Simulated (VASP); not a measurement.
# Cd (I4/mmm) in VASP: a series of runs

One crystal, Cd, is run at these levels: PBE; tasks: single point.

Everything below comes from runs of VASP 6.6.1. Logs are shortened: lines on timing, memory, paths and dates and some standing lists are left out, and cuts for length are marked.

### 1 The cell of the first run

It takes space group I4/mmm (No. 139, tetragonal). Conventional cell: a = 3.294 Å, b = 3.294 Å, c = 4.436 Å, α = 90.00°, β = 90.00°, γ = 90.00°. Around Cd (site symmetry 4/mmm) lie 12 Cd at 3.22 to 3.29 Å.

This isn't the form of Cd at room conditions, which is hcp.

### 2 Single point, PBE (strain +0.050 along x and y, +0.000 along z, atoms carried along)

Contents of INCAR:

```
PREC = Accurate
ENCUT = 520
EDIFF = 1E-6
ISMEAR = 0
SIGMA = 0.15
LREAL = F
LASPH = T
NELM = 100
ALGO = Fast
ISIF = 2
LWAVE = F
LCHARG = F
GGA = PE
NBANDS = 12
```

Contents of KPOINTS:

```
regular mesh
0
Gamma
  18 18 18
```

Contents of POSCAR:

```
Cd
1.0
    0.0000000000      2.3290572375      2.2181497500
    2.3290572375      0.0000000000      2.2181497500
    2.3290572375      2.3290572375      0.0000000000
Cd
1
Direct
    0.0000000000      0.0000000000      0.0000000000
```

Potentials or basis: VASP PAW PBE potentials, release 64 (Cd).

On the command line:

```console
cat potpaw_PBE.64/Cd/POTCAR > POTCAR
mpirun -np 1 vasp_std > vasp.out
```

OUTCAR:

```text
PREC = Accurate
   ENCUT = 520
   EDIFF = 1E-6
   ISMEAR = 0
   LREAL = F
   LASPH = T
   NELM = 100
   ISIF = 2
   GGA = PE

 ion  position               nearest neighbor table
   1  0.000  0.000  0.000-

  LATTYP: Found a body centered tetragonal cell.
 ALAT       =     3.2937843328
 C/A-ratio  =     1.3468700594

  Lattice vectors:

 A1 = (   0.0000000000,  -2.3290572375,  -2.2181497500)
 A2 = (   0.0000000000,   2.3290572375,  -2.2181497500)
 A3 = (   2.3290572375,   0.0000000000,   2.2181497500)

Analysis of symmetry for initial positions (statically):
=====================================================================
 Subroutine PRICEL returns:
 Original cell was already a primitive cell.

 Routine SETGRP: Setting up the symmetry group for a
 body centered tetragonal supercell.

 Subroutine GETGRP returns: Found 16 space group operations
 (whereof 16 operations were pure point group operations)
 out of a pool of 16 trial point group operations.

The static configuration has the point symmetry D_4h.

Analysis of symmetry for dynamics (positions and initial velocities):
=====================================================================
 Subroutine PRICEL returns:
 Original cell was already a primitive cell.

 Routine SETGRP: Setting up the symmetry group for a
 body centered tetragonal supercell.

 Subroutine GETGRP returns: Found 16 space group operations
 (whereof 16 operations were pure point group operations)
 out of a pool of 16 trial point group operations.

The dynamic configuration has the point symmetry D_4h.

 Subroutine INISYM returns: Found 16 space group operations
 (whereof 16 operations are pure point group operations),
 and found     1 'primitive' translations

----------------------------------------------------------------------------------------

                                     Primitive cell

  volume of cell :      24.0647

  direct lattice vectors                    reciprocal lattice vectors
     0.000000000  2.329057237  2.218149750    -0.214679138  0.214679138  0.225413095
     2.329057237  0.000000000  2.218149750     0.214679138 -0.214679138  0.225413095
     2.329057237  2.329057237  0.000000000     0.214679138  0.214679138 -0.225413095

  length of vectors
     3.216317137  3.216317137  3.293784333     0.378134008  0.378134008  0.378134008

  position of ions in fractional coordinates (direct lattice)
     0.000000000  0.000000000  0.000000000

  ion indices of the primitive-cell ions
   primitive index   ion index
                 1           1

----------------------------------------------------------------------------------------

 KPOINTS: regular mesh

Automatic generation of k-mesh.
 Grid dimensions read from file:
 generate k-points for:   18   18   18

 Generating k-lattice:

  Cartesian coordinates                     Fractional coordinates (reciprocal lattice)
    -0.011926619  0.011926619  0.012522950     0.055555556 -0.000000000  0.000000000
     0.011926619 -0.011926619  0.012522950    -0.000000000  0.055555556  0.000000000
     0.011926619  0.011926619 -0.012522950     0.000000000  0.000000000  0.055555556

  Length of vectors
     0.021007445  0.021007445  0.021007445

  Shift w.r.t. Gamma in fractional coordinates (k-lattice)
     0.000000000  0.000000000  0.000000000

 Subroutine IBZKPT returns following result:
 ===========================================

 Found    480 irreducible k-points:

 Following reciprocal coordinates:
            Coordinates               Weight
  0.000000  0.000000  0.000000      1.000000
  0.055556  0.000000  0.000000      8.000000
  0.111111  0.000000  0.000000      8.000000
  0.166667  0.000000  0.000000      8.000000
  0.222222  0.000000  0.000000      8.000000
  0.277778  0.000000  0.000000      8.000000
[... 16 lines left out ...]
 -0.277778  0.055556  0.000000      8.000000
 -0.222222  0.055556  0.000000      8.000000
 [... further k-points ...]
   k-points           NKPTS =    480   k-points in BZ     NKDIM =    480   number of bands    NBANDS=     12
   number of dos      NEDOS =    301   number of ions     NIONS =      1
   total plane-waves  NPLWV =  13824
   dimension x,y,z NGX =    24 NGY =   24 NGZ =   24
   dimension x,y,z NGXF=    48 NGYF=   48 NGZF=   48
   ions per type =               1
   NGX,Y,Z   is equivalent  to a cutoff of  12.41, 12.41, 12.11 a.u.
   NGXF,Y,Z  is equivalent  to a cutoff of  24.81, 24.81, 24.23 a.u.
 SYSTEM =  unknown system
   PREC   = accura    normal or accurate (medium, high low for compatibility)
   ISTART =      0    job   : 0-new  1-cont  2-samecut
   ICHARG =      2    charge: 1-file 2-atom 10-const
   ISPIN  =      1    spin polarized calculation?
   LNONCOLLINEAR =      F non collinear calculations
   LSORBIT =      F    spin-orbit coupling
   LASPH  =      T    aspherical Exc in radial PAW
   ENCUT  =  520.0 eV  38.22 Ry    6.18 a.u.   5.98  5.98  6.12*2*pi/ulx,y,z
   NELM   =    100;   NELMIN=  2; NELMDL= -5     # of ELM steps
   EDIFF  = 0.1E-05   stopping-criterion for ELM
   LREAL  =      F    real-space projection
   EDIFFG = 0.1E-04   stopping-criterion for IOM
   NSW    =      0    number of steps for IOM
   IBRION =     -1    ionic relax: 0-MD 1-quasi-New 2-CG
   NFREE  =      0    steps in history (QN), initial steepest desc. (CG)
   ISIF   =      2    stress and relaxation
   ISYM   =      2    0-nonsym 1-usesym 2-fastsym
   POTIM  = 0.5000    time-step for ionic-motion
   TEBEG  =    0.0;   TEEND  =   0.0 temperature during run
   PSTRESS=    0.0 pullay stress
   NELECT =      12.0000    total number of electrons
   NUPDOWN=      -1.0000    fix difference up-down
   EMIN   =  10.00;   EMAX   =-10.00  energy-range for DOS
   EFERMI =   0.00;   METHOD = LEGACY
   ISMEAR =     0;   SIGMA  =   0.15  broadening in eV -4-tet -1-fermi 0-gaus
   EFERMI_NEDOS =   21; number of points for ismear=-14 and -15
   IALGO  =     68    algorithm
   IMIX   =      4    mixing-type and parameters
     AMIX     =   0.40;   BMIX     =  1.00
     AMIX_MAG =   1.60;   BMIX_MAG =  1.00
  volume/ion in A,a.u.               =      24.06       162.40
  Fermi-wavevector in a.u.,A,eV,Ry     =   1.298200  2.453242 22.930206  1.685323
  Thomas-Fermi vector in A             =   2.429543
   LORBIT       =      0    0 simple, 1 ext, 2 COOP (PROOUT), +10 PAW based schemes
   GGA     = PE    functional components
   LHFCALC =     F    Hartree Fock is set to
   AEXX    =    0.0000 exact exchange contribution
   IVDW    =     0    specifies the selected vdW correction
   LEPSILON=     F    determine dielectric tensor
   LRPA    =     F    only Hartree local field effects (RPA)
 non-spin polarized calculation
 RMM-DIIS sequential band-by-band and
 Gauss-broadening in eV      SIGMA  =   0.15
  energy-cutoff  :      520.00
  volume of cell :       24.06
 maximum number of plane-waves:       664
   NGX = 11   NGY = 11   NGZ = 13

 number of electron      12.0000005 magnetization

 Free energy of the ion-electron system (eV)
  ---------------------------------------------------
  ext. energy  EPLUGINS =         0.00000000
  ---------------------------------------------------
  free energy    TOTEN  =        -0.73337893 eV

  energy without entropy =       -0.72894520  energy(sigma->0) =       -0.73116206

 E-fermi :   2.1300     XC(G=0): -10.4795

 val. band max:        2.1298625932   @ k =  -0.2778   0.3889   0.2222
 cond. band min:       2.1319853433   @ k =   0.5000   0.0556   0.1111
 fundamental gap:      0.0021227501
 Fermi energy:         2.1299678527

 k-point     1 :       0.0000    0.0000    0.0000
  band No.  band energies     occupation
      1      -6.7719      2.00000
      2      -6.7719      2.00000
      3      -6.6467      2.00000
      4      -6.4262      2.00000
      5      -6.3130      2.00000
      6      -5.9249      2.00000
      7      15.7376      0.00000
      8      16.1178      0.00000
      9      16.1982      0.00000
     10      16.1982      0.00000
     11      19.3534      0.00000
     12      19.4583      0.00000

 k-point     2 :       0.0556    0.0000    0.0000
  band No.  band energies     occupation
      1      -6.7710      2.00000
      2      -6.7608      2.00000
      3      -6.6430      2.00000
      4      -6.4271      2.00000
      5      -6.3169      2.00000
      6      -5.8509      2.00000
      7      14.9526      0.00000
      8      15.8294      0.00000
      9      16.0398      0.00000
     10      16.0438      0.00000
     11      19.6006      0.00000
     12      19.7051      0.00000

 k-point     3 :       0.1111    0.0000    0.0000
  band No.  band energies     occupation
      1      -6.7793      2.00000
      2      -6.7332      2.00000
      3      -6.6301      2.00000
      4      -6.4249      2.00000
      5      -6.3256      2.00000
      6      -5.6216      2.00000
      7      13.0192      0.00000
      8      15.6615      0.00000
      9      15.6650      0.00000
     10      15.9167      0.00000
     11      19.8287      0.00000
     12      20.1781      0.00000

 k-point     4 :       0.1667    0.0000    0.0000
  band No.  band energies     occupation
      1      -6.8126      2.00000
      2      -6.7058      2.00000
      3      -6.6090      2.00000
      4      -6.4055      2.00000
      5      -6.3285      2.00000
      6      -5.2280      2.00000
      7      10.9798      0.00000
      8      15.2021      0.00000
      9      15.3317      0.00000
     10      15.8870      0.00000
     11      19.3837      0.00000
     12      19.9164      0.00000

 k-point     5 :       0.2222    0.0000    0.0000
  band No.  band energies     occupation
      1      -6.8685      2.00000
      2      -6.6981      2.00000
      3      -6.5959      2.00000
      4      -6.3536      2.00000
      5      -6.3097      2.00000
      6      -4.6691      2.00000
      7       8.9788      0.00000
      8      14.7349      0.00000
      9      14.9785      0.00000
     10      15.8194      0.00000
     11      18.9660      0.00000
     12      19.1068      0.00000
[... 228 lines left out ...]
      1      -7.0456      2.00000
      2      -6.7491      2.00000
      3      -6.6615      2.00000
      4      -6.1333      2.00000
      5      -6.1163      2.00000
      6      -1.6420      2.00000
      7       3.1237      0.00000
      8      13.4248      0.00000
      9      13.6720      0.00000
     10      14.6467      0.00000
     11      17.4589      0.00000
     12      18.0742      0.00000

 k-point    22 :      -0.3333    0.0556    0.0000
  band No.  band energies     occupation
      1      -6.9991      2.00000
      2      -6.7276      2.00000
      3      -6.6386      2.00000
      4      -6.1997      2.00000
      5      -6.1737      2.00000
      6      -2.7118      2.00000
      7       4.7937      0.00000
      8      13.3762      0.00000
      9      14.2211      0.00000
     10      14.9600      0.00000
     11      17.5383      0.00000
     12      18.0526      0.00000

 k-point    23 :      -0.2778    0.0556    0.0000
  band No.  band energies     occupation
      1      -6.9408      2.00000
      2      -6.7022      2.00000
      3      -6.6138      2.00000
      4      -6.2945      2.00000
      5      -6.2262      2.00000
      6      -3.6323      2.00000
      7       6.5809      0.00000
      8      13.4158      0.00000
      9      14.8568      0.00000
     10      15.3879      0.00000
     11      17.7684      0.00000
     12      18.0515      0.00000

 k-point    24 :      -0.2222    0.0556    0.0000
  band No.  band energies     occupation
      1      -6.8803      2.00000
      2      -6.6830      2.00000
      3      -6.5964      2.00000
      4      -6.3815      2.00000
      5      -6.2756      2.00000
      6      -4.3979      2.00000
      7       8.4727      0.00000
      8      13.5496      0.00000
      9      15.5060      0.00000
     10      15.8428      0.00000
     11      18.1162      0.00000
     12      18.1888      0.00000

 [... further k-points ...]

------------------------ aborting loop because EDIFF is reached ----------------------------------------

  FORCE on cell =-STRESS in cart. coord.  units (eV):
  Direction    XX          YY          ZZ          XY          YZ          ZX
  --------------------------------------------------------------------------------------
  -------------------------------------------------------------------------------------
  Total       -0.2884674     -0.2884674     -0.1529935      0.0000000      0.0000000     -0.0000000
  in kB      -19.2055232    -19.2055232    -10.1859718      0.0000000      0.0000000     -0.0000000
  external PRESSURE =     -16.1990061 kB  Pullay stress =       0.0000000 kB

 VOLUME and BASIS-vectors are now :
 -----------------------------------------------------------------------------
  energy-cutoff  :      520.00
  volume of cell :       24.06
      direct lattice vectors                 reciprocal lattice vectors
     0.000000000  2.329057237  2.218149750    -0.214679138  0.214679138  0.225413095
     2.329057237  0.000000000  2.218149750     0.214679138 -0.214679138  0.225413095
     2.329057237  2.329057237  0.000000000     0.214679138  0.214679138 -0.225413095

 POSITION                                       TOTAL-FORCE (eV/Angst)
 -----------------------------------------------------------------------------------
      0.00000      0.00000      0.00000         0.000000      0.000000      0.000000
 -----------------------------------------------------------------------------------
    total drift:                               -0.000000      0.000000      0.000000

  FREE ENERGIE OF THE ION-ELECTRON SYSTEM (eV)
  ---------------------------------------------------
  free  energy   TOTEN  =        -0.7333789274 eV

  energy  without entropy=       -0.7289451975  energy(sigma->0) =       -0.73116206
```

Wall time 41 s (1 thread of Intel Xeon Platinum 8488C (Sapphire Rapids), shared host); peak memory 0.24 GiB.

What came out:

```
Free energy            : -0.7334 eV
Pressure               : -1.6 GPa
Band gap on the k mesh : none (metal or under the smearing width)
```

### 3 Single point, PBE (strain -0.050 along x and y, +0.050 along z, atoms carried along)

Contents of INCAR:

```
  PREC = Accurate
  ENCUT = 520
  EDIFF = 1E-6
  ISMEAR = 0
  SIGMA = 0.15
  LREAL = F
  LASPH = T
  NELM = 100
  ALGO = Fast
  ISIF = 2
  LWAVE = F
  LCHARG = T
  GGA = PE
  LELF = T
  LVHAR = T
  NBANDS = 12
```

KPOINTS is that of step 2.

Contents of POSCAR:

```
Cd
1.0
    0.0000000000      2.1072422625      2.3290572375
    2.1072422625      0.0000000000      2.3290572375
    2.1072422625      2.1072422625      0.0000000000
Cd
1
Direct
    0.0000000000      0.0000000000      0.0000000000
```

Potentials or basis: VASP PAW PBE potentials, release 64 (Cd).

On the command line:

```console
cat potpaw_PBE.64/Cd/POTCAR > POTCAR
mpirun -np 1 vasp_std > vasp.out
```

Run time: 42 s. Hardware: 1 thread of Intel Xeon Platinum 8488C (Sapphire Rapids), shared host; peak memory 0.22 GiB.

It converged, with:

| Item | Value |
| --- | --- |
| Free energy | -0.6826 eV |
| Pressure | 6.4 GPa |
| Band gap on the k mesh | none (metal or under the smearing width) |

Stress tensor (GPa, compression positive):
```
8.09 0.00 0.00
0.00 8.09 0.00
0.00 0.00 2.99
```

Levels at points of the mesh, in eV from the Fermi level:
| k point | band 3 | band 4 | band 5 | band 6 | band 7 | band 8 | band 9 | band 10 |
| --- | --- | --- | --- | --- | --- | --- | --- | --- |
| (0.00, 0.00, 0.00) | -9.20 | -9.20 | -9.02 | -8.67 | 14.18 | 15.51 | 15.51 | 15.56 |
| (0.50, 0.00, 0.00) | -9.19 | -8.48 | -8.36 | -2.57 | -1.24 | 11.04 | 14.10 | 14.26 |
| (0.50, 0.50, 0.00) | -8.42 | -8.34 | -8.34 | -1.82 | 0.13 | 8.09 | 8.09 | 12.43 |
| (0.50, 0.00, 0.50) | -8.46 | -8.44 | -8.17 | -0.51 | 2.31 | 6.28 | 6.65 | 10.97 |
